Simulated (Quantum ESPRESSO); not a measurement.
A calculation with Quantum ESPRESSO 7.5 of Y (native input, structure typed inline):

The input pw.in:

```
&CONTROL
  calculation = 'scf'
  prefix = 'pwscf'
  outdir = './tmp'
  pseudo_dir = './pseudo'
  tprnfor = .true.
  tstress = .true.
  disk_io = 'low'
/
&SYSTEM
  ibrav = 0
  nat = 1
  ntyp = 1
  ecutwfc = 55
  ecutrho = 440
  nbnd = 11
  occupations = 'smearing'
  smearing = 'fd'
  degauss = 0.00367493
/
&ELECTRONS
  conv_thr = 2d-10
  electron_maxstep = 120
  mixing_beta = 0.5
/
ATOMIC_SPECIES
Y     88.9058 Y_pbe_v1.uspp.F.UPF
CELL_PARAMETERS angstrom
   0.0000000000    2.5519910612    2.5519910612
   2.5519910612    0.0000000000    2.5519910612
   2.5519910612    2.5519910612    0.0000000000
ATOMIC_POSITIONS crystal
Y      0.0000000000    0.0000000000    0.0000000000
K_POINTS automatic
9 9 9 0 0 0
```

pp_density.in

```
&INPUTPP
  prefix = 'pwscf'
  outdir = './tmp'
  filplot = 'density.dat'
  plot_num = 0
/
&PLOT
  nfile = 1
  filepp(1) = 'density.dat'
  iflag = 3
  output_format = 6
  fileout = 'density.cube'
/
```

File pp_potential.in:

```
&INPUTPP
  prefix = 'pwscf'
  outdir = './tmp'
  filplot = 'potential.dat'
  plot_num = 11
/
&PLOT
  nfile = 1
  filepp(1) = 'potential.dat'
  iflag = 3
  output_format = 6
  fileout = 'potential.cube'
/
```

Potentials or basis: SSSP 1.3 efficiency PBE.

The run is started by

```bash
$ OMP_NUM_THREADS=1 pw.x -in pw.in > pw.out
$ OMP_NUM_THREADS=1 pp.x -in pp_density.in > pp_density.out
$ OMP_NUM_THREADS=1 pp.x -in pp_potential.in > pp_potential.out
```

This isn't the form of Y at room conditions, which is hcp.

Write the same calculation in another form: ASE script, structure typed inline.

As run:

Contents of run.py:

```python
import numpy as np
from ase.calculators.espresso import Espresso, EspressoProfile
from ase import Atoms

atoms = Atoms(['Y'],
              cell=[[0.0, 2.5519910612, 2.5519910612], [2.5519910612, 0.0, 2.5519910612], [2.5519910612, 2.5519910612, 0.0]],
              scaled_positions=[[0.0, 0.0, 0.0]],
              pbc=True)

input_data = {
    'control': {'calculation': 'scf', 'prefix': 'pwscf', 'outdir': './tmp', 'tprnfor': True, 'tstress': True, 'disk_io': 'nowf'},
    'system': {'ecutwfc': 55.0, 'ecutrho': 440.0, 'nbnd': 11, 'occupations': 'smearing', 'smearing': 'fd', 'degauss': 0.00367493},
    'electrons': {'conv_thr': 2e-10, 'electron_maxstep': 120, 'mixing_beta': 0.5},
}
pseudopotentials = {'Y': 'Y_pbe_v1.uspp.F.UPF'}
profile = EspressoProfile(command='pw.x', pseudo_dir='pseudo')
atoms.calc = Espresso(profile=profile, input_data=input_data, pseudopotentials=pseudopotentials, kpts=(9, 9, 9), koffset=(0, 0, 0))

print(f'energy {atoms.get_potential_energy():.8f} eV')
print('forces (eV/A)')
print(np.round(atoms.get_forces(), 6))
print('stress (eV/A^3, Voigt)')
print(np.round(atoms.get_stress(), 8))
print(f'Fermi level {atoms.calc.get_fermi_level():.4f} eV')
```

Potentials or basis: SSSP 1.3 efficiency PBE.

Run with:

```console
$ OMP_NUM_THREADS=1 python run.py
```

Both were run:

|  | native input, structure typed inline | ASE script, structure typed inline |
| --- | --- | --- |
| Pressure | -0.8 GPa | -0.8 GPa |
| Band gap on the k mesh | none (metal or under the smearing width) | none (metal or under the smearing width) |

Keys that steer only the numerical path or the files written may differ.
